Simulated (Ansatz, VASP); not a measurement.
CaO: VASP beside Ansatz

The input POSCAR:

```
CaO
1.0
    2.9032089656      0.0000000000      0.0000000000
    0.0000000000      2.9032089656      0.0000000000
    0.0000000000      0.0000000000      2.9032089656
Ca O
1 1
Direct
    0.0000000000      0.0000000000      0.0000000000
    0.5000000000      0.5000000000      0.5000000000
```

File INCAR.step1:

```
ALGO     = Normal         # electronic algorithm
EDIFF    = 1E-4           # SCF threshold, eV
ENCUT    = 520            # plane-wave cutoff, eV
GGA      = PE             # functional
ISMEAR   = 0              # smearing method
LASPH    = T              # aspherical terms in the spheres
LCHARG   = F              # write CHGCAR
LREAL    = F              # projectors in reciprocal space
LWAVE    = T              # write WAVECAR
NBANDS   = 15             # bands
NELM     = 80             # most SCF steps
PREC     = Accurate       # precision mode
SIGMA    = 0.01           # smearing width, eV
```

The input INCAR.step2:

```
ALGO     = Normal         # electronic algorithm
EDIFF    = 1E-7           # SCF threshold, eV
ENCUT    = 520            # plane-wave cutoff, eV
ISIF     = 2              # what is computed and relaxed
ISMEAR   = 0              # smearing method
ISTART   = 1            
LASPH    = T              # aspherical terms in the spheres
LCHARG   = T              # write CHGCAR
LELF     = T              # ELF
LMIXTAU  = T            
LREAL    = F              # projectors in reciprocal space
LVHAR    = T            
LWAVE    = F              # write WAVECAR
METAGGA  = R2SCAN         # meta-GGA
NBANDS   = 15             # bands
NELM     = 80             # most SCF steps
PREC     = Accurate       # precision mode
SIGMA    = 0.01           # smearing width, eV
```

Contents of KPOINTS:

```
k-points
0
Gamma
  8 8 8
```

Input for Ansatz:

```yaml
crystal:
  lattice:
    - [2.9032089656, 0.0, 0.0]
    - [0.0, 2.9032089656, 0.0]
    - [0.0, 0.0, 2.9032089656]
  atoms:
    - { symbol: Ca, position: [0.0, 0.0, 0.0] }
    - { symbol: O, position: [0.5, 0.5, 0.5] }
kpoints:
  mp_grid: { grid: [8, 8, 8] }
hamiltonian:
  xc: r2scan
scf:
  occupations: { method: fixed }
  n_extra_bands: 4
output:
  forces: true
  stress: true
  eigenvalues: true
```

Alike in both runs: task single point; functional r2SCAN; k mesh 8 × 8 × 8; no spin polarisation.

|  | VASP | Ansatz |
| --- | --- | --- |
| version | VASP 6.6.1 | Ansatz 0.2.0 |
| potentials or method | VASP PAW PBE potentials, release 64 (Ca_sv, O) | plane waves, PAW |
| plane-wave cutoff (eV) | 520 | 500 |
| occupations | gaussian, width 0.01 eV | fixed |
| valence electrons in the cell | 16 | 16 |

|  | VASP | Ansatz | Ansatz less VASP |
| --- | --- | --- | --- |
| gap on the k mesh at the Fermi level (eV) | 3.28 | 3.28 | -0.001 |
| pressure (GPa) | 1.0 | 0.0 | -1.08 |

Caveats: the PAW data sets were made with another functional, which shifts forces and pressure a little (VASP). A k mesh can miss the band edges.
